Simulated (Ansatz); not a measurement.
# BN: frozen-core PAW against all-electron methods

```
B N
1.0
     0.00000    1.77135    1.80750
     1.77135    0.00000    1.80750
     1.77135    1.77135    0.00000
B N
1 1
Direct
  0.00000 0.00000 0.00000
  0.75000 0.75000 0.75000
```

Atom numbers follow the list: B1, N2.

The conventional cell has a = 2.505 Å, b = 2.505 Å, c = 3.615 Å, α = 90.00°, β = 90.00°, γ = 90.00°. Around B (atom 1) lie 4 N at 1.54 Å. Around N (atom 2) lie 4 B at 1.54 Å.

The geometry is COD entry 9008834, unchecked; take it as a test cell. The listed cell was then made from it by scaling, straining or moving an atom.

All numbers are computed: DFT, LDA, PAW with Ansatz's default frozen-core files, scalar-relativistic (Ansatz 0.2.0); DFT, LDA, all-electron PAW with datasets made for the crystal, scalar-relativistic (Ansatz 0.2.0); DFT, LDA, all-electron LAPW, scalar-relativistic (Ansatz 0.2.0).

For PAW: a Γ-centred 11×11×11 k mesh, Fermi–Dirac smearing of 0.02 eV, cutoff 420 eV, no spin polarisation; the PAW files were made with PBE, and the program remakes their frozen cores for this functional. The crystal-made all-electron datasets (AE datasets) take a cutoff of 540 eV at this cell. LAPW targets a basis error of 0.5 meV/atom. The Ansatz runs share mesh, smearing and spin set-up. Plane-wave (PAW) pressures include the program's estimate of the Pulay term.

Stress and pressure are positive in compression.

The change that made this cell: equal xx and yy strain of -2 %.

```tsv
quantity	PAW	AE datasets	LAPW
pressure (GPa)	?	4.94	4.94
stress xx (GPa)	?	9.38	9.37
stress zz (GPa)	-4.08	-3.93	-3.93
band gap (eV)	4.327	4.322	?
field gradient Vzz at N2 (10²¹ V/m²)	0.35	0.34	–
```

Fill in "PAW" for the row "stress xx (GPa)".

9.21.

Fill in "LAPW" for the row "band gap (eV)".

4.209.

What belongs in the row "pressure (GPa)", column "PAW"?

4.78.
